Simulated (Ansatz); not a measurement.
A sheet of Bi2Te3 under strain

A free-standing layer, 5 atoms in a cell of 4.350 × 4.350 Å at 120° (P-3m1), 7.57 Å between its outer nuclei. Ansatz: PBE+D3(BJ), PAW, 420 eV, 6×6×1 mesh. It is strained by x per cent equally along both axes, atoms relaxed; y is the tensile stress along x per length. The small cell can't ripple, as a free sheet would under compression.

```
x (%) y (N/m)
 -4.0    -3.35
 -2.0    -1.54
  0.0     0.00
  2.0     1.33
  4.0     2.49
  7.0        ?
```

Task: Fit y = c1 x + c2 x² to the other rows, give the stiffness, and predict the missing row.

Result: Least squares on the rows shown. y = 0.7275 x − 0.02684 x². The stiffness C11 + C12 is 100 c1 = 73 N/m, and the parabola would peak at x = 14 %, far outside the rows, so that is no strength. At x = 7.0 the fit asked for gives 3.78 N/m. The run gave 3.83 N/m, so the fit is 0.05 N/m too low, a small miss on the scale of the series. The form still works here, 38 % of the fitted range beyond its end.

Spin–orbit coupling is left out, which can shift energies with elements as heavy as these.